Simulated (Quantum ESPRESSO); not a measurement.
Write the native input for Quantum ESPRESSO 7.5 that does the following.

```
Task                : single point
Functional          : PBE
Potentials or basis : SG15 PBE 1.2
Cutoff              : 952 eV
Density cutoff      : 3810 eV
k mesh              : 8 × 8 × 8
Occupations         : fermi-dirac, width 0.05 eV
Spin                : no spin polarisation
Mixing beta         : 0.5
Most SCF iterations : 120
SCF threshold       : 2e-10 Ry
```

Crystal: As.

```
As
1.0
     2.70368    0.00000    0.00000
     0.00000    2.70368    0.00000
     0.00000    0.00000    2.70368
As
1
Direct
  0.50000 0.50000 0.50000
```

This isn't the form of As at room conditions, which is rhombohedral.

One way to write it, as run:

pw.in

```
&CONTROL
  calculation = 'scf'
  prefix = 'pwscf'
  outdir = './tmp'
  pseudo_dir = './pseudo'
  tprnfor = .true.
  tstress = .true.
  disk_io = 'nowf'
/
&SYSTEM
  ibrav = 0
  nat = 1
  ntyp = 1
  ecutwfc = 70
  nbnd = 7
  occupations = 'smearing'
  smearing = 'fd'
  degauss = 0.00367493
/
&ELECTRONS
  conv_thr = 2d-10
  electron_maxstep = 120
  mixing_beta = 0.5
/
ATOMIC_SPECIES
As    74.9216 As_ONCV_PBE-1.2.upf
CELL_PARAMETERS angstrom
   2.7036817444    0.0000000000    0.0000000000
   0.0000000000    2.7036817444    0.0000000000
   0.0000000000    0.0000000000    2.7036817444
ATOMIC_POSITIONS crystal
As     0.5000000000    0.5000000000    0.5000000000
K_POINTS automatic
8 8 8 0 0 0
```

Potentials or basis: SG15 PBE 1.2.

Launch:

```console
$ OMP_NUM_THREADS=1 mpirun -n 2 pw.x -nk 2 -in pw.in > pw.out
```

It gave:

```json
{
  "Pressure": "3.7 GPa",
  "Band gap on the k mesh": "none (metal or under the smearing width)"
}
```

Wall time 2.6 s on 2 MPI ranks on Arm Neoverse V1, with other jobs on the host, peak memory 0.1 GiB a rank.
